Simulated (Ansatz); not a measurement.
Runs of Ansatz 0.2.0 on SnSe. The structure is cubic, space group Fm-3m (No. 225). Conventional cell: a = 6.020 Å, b = 6.020 Å, c = 6.020 Å, α = 90.00°, β = 90.00°, γ = 90.00°. Sn (site symmetry m-3m) has 6 Se at 3.01 Å as nearest neighbours. Se (site symmetry m-3m) is surrounded by 6 Sn at 3.01 Å. Measurements of this composition are mostly on another form, of space group No. 62.

| task | level | spin | cell | points for each segment of the path | gap on the mesh (eV) | pressure (GPa) | relaxed volume (Å³/atom) |
| --- | --- | --- | --- | --- | --- | --- | --- |
| band structure | HSEsol | off | as given | 4 | 0.52 | -3.6 | - |
| relaxation of cell and atoms | PBEsol0 | off | relaxed | - | 1.37 | 0.0 | 25.41 |
| relaxation of cell and atoms | HSEsol | off | relaxed | - | 0.90 | 0.0 | 25.45 |
| single point | PBE0 | SOC, no magnetisation | as given | - | (c) | -1.8 | - |
| band structure | PBEsol0 | off | as given | 4 | 0.96 | (a) | - |
| band structure | B3LYP | off | as given | 4 | (b) | 2.0 | - |

Alike in all rows: potentials or basis Ansatz PAW; k mesh 4 × 4 × 4; cutoff (eV) 420; smearing fermi-dirac 0.05 eV; the mesh is coarse, so values aren't converged.

Problem. Estimate the missing entries.

Solution. (a) -3.7; (b) 0.61; (c) 0.98.

Caveats: all runs use coarse meshes; the PAW data sets come from PBE, with cores solved anew for the run's functional, which leaves a small shift of forces and pressure; spin-orbit coupling is left out, which moves the levels of the heavy elements (some runs); the thresholds are loose for stress (some runs); the plane-wave basis is chosen anew once the cell has moved, so the energies of steps on either side of that aren't comparable (some runs); the k mesh misses the band edges, so the gap on the mesh is wider than the one along the path (some runs).

A k mesh can miss the band edges, and rows without SOC leave out spin-orbit coupling on Se, Sn.
